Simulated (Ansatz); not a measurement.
Te, 1 atom in the cell. It takes space group R-3m (No. 166, trigonal). Conventional cell: a = 4.612 Å, b = 4.612 Å, c = 5.073 Å, α = 90.00°, β = 90.00°, γ = 120.00°. Te (site symmetry -3m) has 6 Te at 3.15 Å as nearest neighbours. This isn't the form of Te at room conditions, which is trigonal, of chains.

```yaml
Program: Ansatz 0.2.0
Task: single point
Functional: PBE
Potentials_or_basis: all-electron LAPW, scalar-relativistic
Cutoff: 179 eV (chosen from the basis error)
Basis_error_allowed: 0.001 eV/atom
k_mesh: 9 × 9 × 9
Occupations: gaussian, width 0.02 eV
Spin: no spin polarisation
```

Potentials or basis: all-electron LAPW, scalar-relativistic.

The run is started by

```console
$ ansatz run input.yaml --threads 1 --pin off --max-ram 3072MiB --backend cpu --events-out ev --progress --plain --runs-dir out
```

Hardware: 1 thread of Intel(R) Xeon(R) Processor @ 2.70GHz, with other jobs on the host.

Q: How long does it take, and how much memory?

A: Run time: 5.5 s on 1 thread of Intel(R) Xeon(R) Processor @ 2.70GHz (shared host), peak memory 0.28 GiB. Counts: scf iterations 6, plane waves 171, k points 85, bands 16.
